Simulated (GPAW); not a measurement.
# SiC (Moissanite) (P6_3mc) in GPAW: relaxation of cell and atoms with rSCAN

Aim: the relaxation of cell and atoms of SiC (Moissanite) with rSCAN.

Program: GPAW 26.7.0. These are calculated values, not measurements. Logs are shortened: lines on timing, memory, paths and dates and some standing lists are left out, and cuts for length are marked. The log counts tension as positive stress, the text compression.

### Step 1. The crystal as given

It takes space group P6_3mc (No. 186, hexagonal). The conventional cell has a = 3.076 Å, b = 3.076 Å, c = 5.048 Å, α = 90.00°, β = 90.00°, γ = 120.00°. Around Si (site symmetry 3m) lie 4 C at 1.87 to 1.94 Å. C (site symmetry 3m) is surrounded by 4 Si at 1.87 to 1.94 Å.

### Step 2. Relaxation of cell and atoms, rSCAN

Contents of run.py:

```python
from ase import Atoms
from ase.filters import FrechetCellFilter
from ase.io import write
from ase.optimize import BFGS
from gpaw import GPAW, PW

atoms = Atoms(['Si', 'Si', 'C', 'C'],
              cell=[[3.076, 0.0, 0.0],
                    [-1.538, 2.663894142, 0.0],
                    [0.0, 0.0, 5.048]],
              scaled_positions=[[0.6666666667, 0.3333333333, 0.5],
                                [0.3333333333, 0.6666666667, 0.0],
                                [0.6666666667, 0.3333333333, 0.885],
                                [0.3333333333, 0.6666666667, 0.385]],
              pbc=True)

calc = GPAW(mode=PW(800),
            xc='MGGA_X_RSCAN+MGGA_C_RSCAN',
            kpts={'size': (7, 7, 4), 'gamma': True},
            occupations={'name': 'fermi-dirac', 'width': 0.05},
            nbands=18,
            convergence={'density': 1e-06, 'energy': 1e-06, 'eigenstates': 1e-10},
            maxiter=150,
            txt='gpaw.txt')
atoms.calc = calc
opt = BFGS(FrechetCellFilter(atoms), trajectory='relax.traj', logfile='-')
done = opt.run(fmax=0.05, steps=100)
calc.write('gs.gpw')
write('result.traj', atoms)
print('Converged:', done)
print('Cell:', atoms.cell.cellpar().round(4))
print('Volume:', round(atoms.get_volume(), 4))
print(atoms.get_scaled_positions().round(5))
```

Potentials or basis: GPAW PAW data sets (gpaw-data 1.2.1), pw.

The run is started by

```bash
$ OMP_NUM_THREADS=1 python run.py
```

gpaw.txt:

```text
__  _  _
 | _ |_)|_||  |
 |__||  | ||/\| - 26.7.0

Input parameters:
  mode=PW(ecut=800.0),
  convergence={'density': 1e-06, 'energy': 1e-06, 'eigenstates': 1e-10},
  kpts=MonkhorstPack(size=(7, 7, 4), gamma=True),
  maxiter=150,
  nbands=18,
  occupations=Occupations(name='fermi-dirac', width=0.05),
  xc=XC(name='MGGA_X_RSCAN+MGGA_C_RSCAN')

Diagonalizing LCAO Hamiltonian
Converting LCAO to pw mode

           C

           Si
        C

        Si

Atoms  # Å, Bohr magnetons
|   | symbol |         x |        y |        z |    initial magnetic moments |
|---|--------|-----------|----------|----------|-----------------------------|
| 0 |     Si |  1.538000 | 0.887965 | 2.524000 | ( 0.0000,  0.0000,  0.0000) |
| 1 |     Si | -0.000000 | 1.775929 | 0.000000 | ( 0.0000,  0.0000,  0.0000) |
| 2 |      C |  1.538000 | 0.887965 | 4.467480 | ( 0.0000,  0.0000,  0.0000) |
| 3 |      C | -0.000000 | 1.775929 | 1.943480 | ( 0.0000,  0.0000,  0.0000) |

Unit cell  # Å
| periodic |         x |        y |        z |  lengths |     angles |
|----------|-----------|----------|----------|----------|------------|
|      yes |  3.076000 | 0.000000 | 0.000000 | 3.076000 |  90.000000 |
|      yes | -1.538000 | 2.663894 | 0.000000 | 3.076000 |  90.000000 |
|      yes |  0.000000 | 0.000000 | 5.048000 | 5.048000 | 120.000000 |

Number of symmetries: 6
Symmetry operations  # r_c * U_cc + t_c -> r_c
|   | kind |            matrix            |
|---|------|------------------------------|
| 0 |  σ   |  1, 1, 0,  0,-1, 0,  0, 0, 1 |
| 1 |  E   |  1, 0, 0,  0, 1, 0,  0, 0, 1 |
| 2 |  C3  |  0, 1, 0, -1,-1, 0,  0, 0, 1 |
| 3 |  σ   |  0,-1, 0, -1, 0, 0,  0, 0, 1 |
| 4 |  σ   | -1, 0, 0,  1, 1, 0,  0, 0, 1 |
| 5 |  C3  | -1,-1, 0,  1, 0, 0,  0, 0, 1 |

BZ-sampling:
  Number of BZ points: 196
  Number of IBZ points: 28
[... 183 lines left out ...]
Gap: 3.034 eV
Transition (v -> c):
  (s=0, k=0, n=7, [0.00, 0.00, 0.00]) -> (s=0, k=22, n=8, [0.43, 0.29, 0.00])
Direct/indirect transitions are different
Direct gap: 4.654 eV
Transition at: (s=0, k=19, n=7, [0.43, 0.00, 0.00])

Stress tensor  # eV/Ang^3
|         x |         y |         z |
|-----------|-----------|-----------|
| -0.010082 |  0.000000 |  0.000000 |
|  0.000000 | -0.010082 | -0.000000 |
|  0.000000 | -0.000000 |  0.016782 |

Forces  # eV/Ang
|        x |       y |        z |
|----------|---------|----------|
| -0.00000 | 0.00000 |  0.77296 |  # Si   0
|  0.00000 | 0.00000 |  0.77296 |  # Si   1
| -0.00000 | 0.00000 | -0.77280 |  # C    2
|  0.00000 | 0.00000 | -0.77286 |  # C    3

Interpolating wave functions to new cell

           C

           Si
        C

        Si

Atoms  # Å, Bohr magnetons
|   | symbol |         x |        y |        z |    initial magnetic moments |
|---|--------|-----------|----------|----------|-----------------------------|
| 0 |     Si |  1.538573 | 0.888295 | 2.533472 | ( 0.0000,  0.0000,  0.0000) |
| 1 |     Si | -0.000000 | 1.776591 | 0.011035 | ( 0.0000,  0.0000,  0.0000) |
| 2 |      C |  1.538573 | 0.888295 | 4.453679 | ( 0.0000,  0.0000,  0.0000) |
| 3 |      C | -0.000000 | 1.776591 | 1.931242 | ( 0.0000,  0.0000,  0.0000) |

Unit cell  # Å
| periodic |         x |         y |         z |  lengths |     angles |
|----------|-----------|-----------|-----------|----------|------------|
|      yes |  3.077146 | -0.000000 | -0.000000 | 3.077146 |  90.000000 |
|      yes | -1.538573 |  2.664886 |  0.000000 | 3.077146 |  90.000000 |
|      yes | -0.000000 |  0.000000 |  5.044872 | 5.044872 | 120.000000 |

Number of symmetries: 6
Symmetry operations  # r_c * U_cc + t_c -> r_c
|   | kind |            matrix            |
|---|------|------------------------------|
| 0 |  σ   |  1, 1, 0,  0,-1, 0,  0, 0, 1 |
| 1 |  E   |  1, 0, 0,  0, 1, 0,  0, 0, 1 |
| 2 |  C3  |  0, 1, 0, -1,-1, 0,  0, 0, 1 |
| 3 |  σ   |  0,-1, 0, -1, 0, 0,  0, 0, 1 |
| 4 |  σ   | -1, 0, 0,  1, 1, 0,  0, 0, 1 |
| 5 |  C3  | -1,-1, 0,  1, 0, 0,  0, 0, 1 |

BZ-sampling:
  Number of BZ points: 196
  Number of IBZ points: 28
[... 127 lines left out ...]
SCF iterations
|iter     | |      energy | eigst |  dens |
|---------|-|-------------|-------|-------|
|iter:   1| |  -55.324229 | -0.70 |       |
|iter:   2| |  -42.876952 | -1.14 | -1.63 |
|iter:   3| |  -42.867838 | -3.70 | -1.84 |
|iter:   4| |  -42.859096 | -3.78 | -1.96 |
|iter:   5| |  -42.856830 | -3.98 | -2.18 |
|iter:   6| |  -42.856627 | -5.18 | -2.30 |
|iter:   7| |  -42.856612 | -5.78 | -2.38 |
|iter:   8| |  -42.856646 | -5.97 | -2.44 |
|iter:   9| |  -42.856659 | -6.74 | -2.55 |
|iter:  10| |  -42.856672 | -5.51 | -2.61 |
|iter:  11| |  -42.856690 | -6.47 | -2.95 |
|iter:  12| |  -42.856691 | -6.51 | -3.33 |
|iter:  13| |  -42.856691c| -8.98 | -4.92 |
|iter:  14| |  -42.856691c|-10.00 | -5.38 |
|iter:  15| |  -42.856691c|-10.39c| -5.99 |
|iter:  16| |  -42.856691c|-11.17c| -6.52c|

Converged in 16 steps
Energy contributions relative to reference atoms: (reference = -17827.944731)

Energy contributions:
  Kinetic:          25.546034
  Coulomb:         -20.308045
  Zero:             -0.065767
  External:          0.000000
  Xc:              -48.028914
  Entropy:          -0.000000
  Spinorbit:         0.000000
  ----------------------------
  Free energy:     -42.856691
  Extrapolated:    -42.856691

dipole moment: (-0.000001, -0.000002, -8.916566)  # |e|*Ang
[... 24 lines left out ...]
Gap: 3.065 eV
Transition (v -> c):
  (s=0, k=0, n=7, [0.00, 0.00, 0.00]) -> (s=0, k=22, n=8, [0.43, 0.29, 0.00])
Direct/indirect transitions are different
Direct gap: 4.590 eV
Transition at: (s=0, k=19, n=7, [0.43, 0.00, 0.00])

Stress tensor  # eV/Ang^3
|         x |         y |         z |
|-----------|-----------|-----------|
| -0.003458 | -0.000000 | -0.000000 |
|  0.000000 | -0.003458 | -0.000000 |
| -0.000000 | -0.000000 |  0.007782 |

Forces  # eV/Ang
|        x |        y |        z |
|----------|----------|----------|
|  0.00000 |  0.00000 |  0.41585 |  # Si   0
| -0.00000 | -0.00000 |  0.41586 |  # Si   1
|  0.00000 |  0.00000 | -0.41448 |  # C    2
| -0.00000 |  0.00000 | -0.41452 |  # C    3

Interpolating wave functions to new cell

           C

           Si
        C

        Si

Atoms  # Å, Bohr magnetons
|   | symbol |         x |        y |        z |    initial magnetic moments |
|---|--------|-----------|----------|----------|-----------------------------|
| 0 |     Si |  1.538996 | 0.888540 | 2.544656 | ( 0.0000,  0.0000,  0.0000) |
| 1 |     Si | -0.000000 | 1.777079 | 0.023779 | ( 0.0000,  0.0000,  0.0000) |
| 2 |      C |  1.538996 | 0.888540 | 4.438218 | ( 0.0000,  0.0000,  0.0000) |
| 3 |      C | -0.000000 | 1.777079 | 1.917338 | ( 0.0000,  0.0000,  0.0000) |

Unit cell  # Å
| periodic |         x |         y |         z |  lengths |     angles |
|----------|-----------|-----------|-----------|----------|------------|
|      yes |  3.077992 |  0.000000 |  0.000000 | 3.077992 |  90.000000 |
|      yes | -1.538996 |  2.665619 | -0.000000 | 3.077992 |  90.000000 |
|      yes |  0.000000 | -0.000000 |  5.041754 | 5.041754 | 120.000000 |

Number of symmetries: 6
Symmetry operations  # r_c * U_cc + t_c -> r_c
|   | kind |            matrix            |
|---|------|------------------------------|
| 0 |  σ   |  1, 1, 0,  0,-1, 0,  0, 0, 1 |
| 1 |  E   |  1, 0, 0,  0, 1, 0,  0, 0, 1 |
| 2 |  C3  |  0, 1, 0, -1,-1, 0,  0, 0, 1 |
| 3 |  σ   |  0,-1, 0, -1, 0, 0,  0, 0, 1 |
| 4 |  σ   | -1, 0, 0,  1, 1, 0,  0, 0, 1 |
| 5 |  C3  | -1,-1, 0,  1, 0, 0,  0, 0, 1 |

BZ-sampling:
  Number of BZ points: 196
  Number of IBZ points: 28
[... 187 lines left out ...]
Gap: 2.989 eV
Transition (v -> c):
  (s=0, k=0, n=7, [0.00, 0.00, 0.00]) -> (s=0, k=22, n=8, [0.43, 0.29, 0.00])
Direct/indirect transitions are different
Direct gap: 4.520 eV
Transition at: (s=0, k=19, n=7, [0.43, 0.00, 0.00])

Stress tensor  # eV/Ang^3
|         x |         y |         z |
|-----------|-----------|-----------|
|  0.003380 |  0.000000 | -0.000000 |
|  0.000000 |  0.003380 | -0.000000 |
| -0.000000 | -0.000000 | -0.004636 |

Forces  # eV/Ang
|        x |        y |        z |
|----------|----------|----------|
| -0.00000 |  0.00000 | -0.04380 |  # Si   0
|  0.00000 | -0.00000 | -0.04380 |  # Si   1
| -0.00000 |  0.00000 |  0.04539 |  # C    2
| -0.00000 |  0.00000 |  0.04539 |  # C    3

# Writing to gs.gpw (mode='')
```

It took 5.2 min on 1 thread of Arm Neoverse V1, shared host; peak memory 0.34 GiB.

What came out:

* Free energy: -42.8664 eV
* Energy gained by relaxing: 9.2 meV/atom
* Ionic steps: 3
* Pressure after relaxing: -0.1 GPa
* Largest force after relaxing: 0.045 eV/Å
* Band gap on the k mesh: 2.99 eV, indirect (least direct gap 4.52 eV)

Forces in eV/Å, atoms in the order of the input:
```
Si   0.000  0.000 -0.044
Si   0.000  0.000 -0.044
C    0.000  0.000  0.045
C    0.000  0.000  0.045
```

Stress tensor (GPa, compression positive):
```
-0.54  0.00  0.00
 0.00 -0.54  0.00
 0.00  0.00  0.74
```

Step by step:
```csv
step,energy change (eV),largest force (eV/Å),pressure (GPa),volume (Å³)
1,0.0000,0.7730,0.18,41.36
2,-0.0269,0.4159,-0.05,41.37
3,-0.0366,0.0454,-0.11,41.37
```

Final structure:
```
Si C
1.0
     3.07799    0.00000    0.00000
    -1.53900    2.66562    0.00000
     0.00000    0.00000    5.04175
Si C
2 2
Direct
  0.66667 0.33333 0.50472
  0.33333 0.66667 0.00472
  0.66667 0.33333 0.88029
  0.33333 0.66667 0.38029
```

Levels at points of the mesh, in eV from the valence-band top:
```csv
k point,band 6,band 7,band 8,band 9,band 10,band 11
"(0.00, 0.00, 0.00)",-0.11,0.00,0.00,5.34,6.85,7.14
"(0.00, 0.00, 0.50)",-0.76,-0.76,-0.76,6.47,6.47,7.85
```

Caveat: later steps reuse the first step's grids; the PAW data sets were made with another functional, which shifts forces and pressure a little; an odd mesh through Γ misses points on the zone boundary, where band edges often lie.
